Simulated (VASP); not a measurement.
# AlP (F-43m) in VASP: a series of runs, part 2 of 2

VASP 6.6.1.

## (3) Single point, revPBE

Contents of INCAR:

```
SYSTEM = AlP
ALGO = Normal
EDIFF = 1E-6
ENCUT = 500
GGA = RE
GGA_COMPAT = .FALSE.
ISIF = 2
ISMEAR = 0
LASPH = .TRUE.
LCHARG = .TRUE.
LELF = .TRUE.
LREAL = .FALSE.
LVHAR = .TRUE.
LWAVE = .FALSE.
NBANDS = 11
NELM = 120
PREC = Accurate
SIGMA = 0.01
```

Contents of KPOINTS:

```
k-points
0
G
  5 5 5
  0 0 0
```

Contents of POSCAR:

```
AlP
1.0
    3.8544390000      0.0000000000      0.0000000000
    1.9272195000      3.3380420913      0.0000000000
    1.9272195000      1.1126806971      3.1471362649
Al P
1 1
Direct
    0.0000000000      0.0000000000      0.0000000000
    0.2500000000      0.2500000000      0.2500000000
```

Potentials or basis: VASP PAW PBE potentials, release 64 (Al, P).

Command:

```console
> cat potpaw_PBE.64/Al/POTCAR potpaw_PBE.64/P/POTCAR > POTCAR
> mpirun -np 1 vasp_std > vasp.out
```

OUTCAR:

```text
SYSTEM = AlP
   EDIFF = 1E-6
   ENCUT = 500
   GGA = RE
   ISIF = 2
   ISMEAR = 0
   LASPH = .TRUE.
   LREAL = .FALSE.
   NELM = 120
   PREC = Accurate

 ion  position               nearest neighbor table
   1  0.000  0.000  0.000-   2 2.36   2 2.36   2 2.36   2 2.36
   2  0.250  0.250  0.250-   1 2.36   1 2.36   1 2.36   1 2.36

  LATTYP: Found a face centered cubic cell.
 ALAT       =     5.4509999091

  Lattice vectors:

 A1 = (   3.8544390000,   0.0000000000,   0.0000000000)
 A2 = (   1.9272195000,   3.3380420913,   0.0000000000)
 A3 = (   1.9272195000,   1.1126806971,   3.1471362649)

Analysis of symmetry for initial positions (statically):
=====================================================================
 Subroutine PRICEL returns:
 Original cell was already a primitive cell.

 Routine SETGRP: Setting up the symmetry group for a
 face centered cubic supercell.

 Subroutine GETGRP returns: Found 24 space group operations
 (whereof 24 operations were pure point group operations)
 out of a pool of 48 trial point group operations.

The static configuration has the point symmetry T_d .

Analysis of symmetry for dynamics (positions and initial velocities):
[... 154 lines left out ...]
      2       4.6949      2.00000
      3       4.6949      2.00000
      4       4.6949      2.00000
      5       8.1486      0.00000
      6       9.2805      0.00000
      7       9.2805      0.00000
      8       9.2805      0.00000
      9      13.5042      0.00000
     10      13.5042      0.00000
     11      15.1846      0.00000
[... 113 lines left out ...]
 k-point    10 :      -0.4000    0.4000    0.2000
  band No.  band energies     occupation
      1      -4.6611      2.00000
      2      -0.1090      2.00000
      3       1.5955      2.00000
      4       2.5160      2.00000
      5       8.7338      0.00000
      6       9.8780      0.00000
      7      10.4453      0.00000
      8      13.4068      0.00000
      9      14.3561      0.00000
     10      15.9874      0.00000
     11      18.8979      0.00000

------------------------ aborting loop because EDIFF is reached ----------------------------------------

  FORCE on cell =-STRESS in cart. coord.  units (eV):
  Direction    XX          YY          ZZ          XY          YZ          ZX
  --------------------------------------------------------------------------------------
  -------------------------------------------------------------------------------------
  Total        0.9916519      0.9916519      0.9916519     -0.0000000      0.0000000     -0.0000000
  in kB       39.2374976     39.2374976     39.2374976     -0.0000000      0.0000000     -0.0000000
  external PRESSURE =      39.2374976 kB  Pullay stress =       0.0000000 kB

 VOLUME and BASIS-vectors are now :
 -----------------------------------------------------------------------------
  energy-cutoff  :      500.00
  volume of cell :       40.49
      direct lattice vectors                 reciprocal lattice vectors
     3.854439000  0.000000000  0.000000000     0.259441127 -0.149788405 -0.105916397
     1.927219500  3.338042091  0.000000000     0.000000000  0.299576810 -0.105916397
     1.927219500  1.112680697  3.147136265     0.000000000  0.000000000  0.317749190

 POSITION                                       TOTAL-FORCE (eV/Angst)
 -----------------------------------------------------------------------------------
      0.00000      0.00000      0.00000         0.000000     -0.000000     -0.000000
      1.92722      1.11268      0.78678        -0.000000      0.000000      0.000000
 -----------------------------------------------------------------------------------
    total drift:                                0.000000      0.000000     -0.000000

  FREE ENERGIE OF THE ION-ELECTRON SYSTEM (eV)
  ---------------------------------------------------
  free  energy   TOTEN  =        -9.8643881682 eV

  energy  without entropy=       -9.8643881682  energy(sigma->0) =       -9.86438817
```

stdout:

```text
POSCAR found type information on POSCAR AlP
 POSCAR found :  2 types and       2 ions
 scaLAPACK will be used
 -----------------------------------------------------------------------------
|                                                                             |
|                                                                             |
|     You enforced a specific xc type in the INCAR file but a different       |
|     I HOPE YOU KNOW WHAT YOU ARE DOING!                                     |
|                                                                             |
 -----------------------------------------------------------------------------

 LDA part: xc-table for (Slater+PW92), standard interpolation
 POSCAR, INCAR and KPOINTS ok, starting setup
 FFT: planning ... GRIDC
 FFT: planning ... GRID_SOFT
 FFT: planning ... GRID
 WAVECAR not read
 entering main loop
```

Run time: 3.9 s. Hardware: 1 thread of Intel Xeon 6975P-C (Granite Rapids), shared host; peak memory 0.14 GiB.

Results:

```yaml
Free_energy: -9.8644 eV
Pressure: 3.9 GPa
Band_gap_on_the_k_mesh: 1.87 eV, indirect (least direct gap 3.45 eV)
```

Caveat: the PAW data sets were made with another functional, which shifts forces and pressure a little. A k mesh can miss the band edges.

## (4) Single point, revPBE

Contents of INCAR:

```
PREC = Accurate
ENCUT = 500
EDIFF = 1E-6
ISMEAR = 0
SIGMA = 0.01
LREAL = F
LASPH = T
NELM = 120
ALGO = Normal
ISIF = 2
LWAVE = F
LCHARG = F
GGA = RE
NBANDS = 11
GGA_COMPAT = F
```

Contents of KPOINTS:

```
Automatic mesh
0
Gamma
  5 5 5
```

POSCAR is that of step 3.

Potentials or basis: VASP PAW PBE potentials, release 64 (Al, P).

Command:

```console
> cat potpaw_PBE.64/Al/POTCAR potpaw_PBE.64/P/POTCAR > POTCAR
> mpirun -np 1 vasp_std > vasp.out
```

OUTCAR:

```text
PREC = Accurate
   ENCUT = 500
   EDIFF = 1E-6
   ISMEAR = 0
   LREAL = F
   LASPH = T
   NELM = 120
   ISIF = 2
   GGA = RE

 ion  position               nearest neighbor table
   1  0.000  0.000  0.000-   2 2.36   2 2.36   2 2.36   2 2.36
   2  0.250  0.250  0.250-   1 2.36   1 2.36   1 2.36   1 2.36

  LATTYP: Found a face centered cubic cell.
 ALAT       =     5.4509999091

  Lattice vectors:

 A1 = (   3.8544390000,   0.0000000000,   0.0000000000)
[... 309 lines left out ...]
------------------------ aborting loop because EDIFF is reached ----------------------------------------

  FORCE on cell =-STRESS in cart. coord.  units (eV):
  Direction    XX          YY          ZZ          XY          YZ          ZX
  --------------------------------------------------------------------------------------
  -------------------------------------------------------------------------------------
  Total        0.9916519      0.9916519      0.9916519     -0.0000000      0.0000000     -0.0000000
  in kB       39.2374976     39.2374976     39.2374976     -0.0000000      0.0000000     -0.0000000
  external PRESSURE =      39.2374976 kB  Pullay stress =       0.0000000 kB

 VOLUME and BASIS-vectors are now :
 -----------------------------------------------------------------------------
  energy-cutoff  :      500.00
  volume of cell :       40.49
      direct lattice vectors                 reciprocal lattice vectors
     3.854439000  0.000000000  0.000000000     0.259441127 -0.149788405 -0.105916397
     1.927219500  3.338042091  0.000000000     0.000000000  0.299576810 -0.105916397
     1.927219500  1.112680697  3.147136265     0.000000000  0.000000000  0.317749190

 POSITION                                       TOTAL-FORCE (eV/Angst)
 -----------------------------------------------------------------------------------
      0.00000      0.00000      0.00000         0.000000     -0.000000     -0.000000
      1.92722      1.11268      0.78678        -0.000000      0.000000      0.000000
 -----------------------------------------------------------------------------------
    total drift:                                0.000000      0.000000     -0.000000

  FREE ENERGIE OF THE ION-ELECTRON SYSTEM (eV)
  ---------------------------------------------------
  free  energy   TOTEN  =        -9.8643881682 eV

  energy  without entropy=       -9.8643881682  energy(sigma->0) =       -9.86438817
```

stdout:

```text
POSCAR found type information on POSCAR AlP
 POSCAR found :  2 types and       2 ions
 scaLAPACK will be used
 -----------------------------------------------------------------------------
|                                                                             |
|                                                                             |
|     You enforced a specific xc type in the INCAR file but a different       |
|     I HOPE YOU KNOW WHAT YOU ARE DOING!                                     |
|                                                                             |
 -----------------------------------------------------------------------------

 LDA part: xc-table for (Slater+PW92), standard interpolation
 POSCAR, INCAR and KPOINTS ok, starting setup
 FFT: planning ... GRIDC
 FFT: planning ... GRID_SOFT
 FFT: planning ... GRID
 WAVECAR not read
 entering main loop
```

It took 3.3 s on 1 thread of Intel Xeon 6975P-C (Granite Rapids), shared host; peak memory 0.14 GiB.

Results:

| Quantity | Value |
| --- | --- |
| Free energy | -9.8644 eV |
| Pressure | 3.9 GPa |
| Band gap on the k mesh | 1.87 eV, indirect (least direct gap 3.45 eV) |

Caveat: the PAW data sets were made with another functional, which shifts forces and pressure a little.

## (5) Against experiment

Step 2. Measured gap of AlP: 2.505 eV (indirect; 4.2 K; a printed reference work, data compilation). This calculation gives 1.87 eV (-0.64 eV). The value is that of revPBE+D3(BJ) on a finite k mesh, which can miss the band edges, without temperature or zero-point motion. Semilocal functionals fall short of measured gaps as a rule.
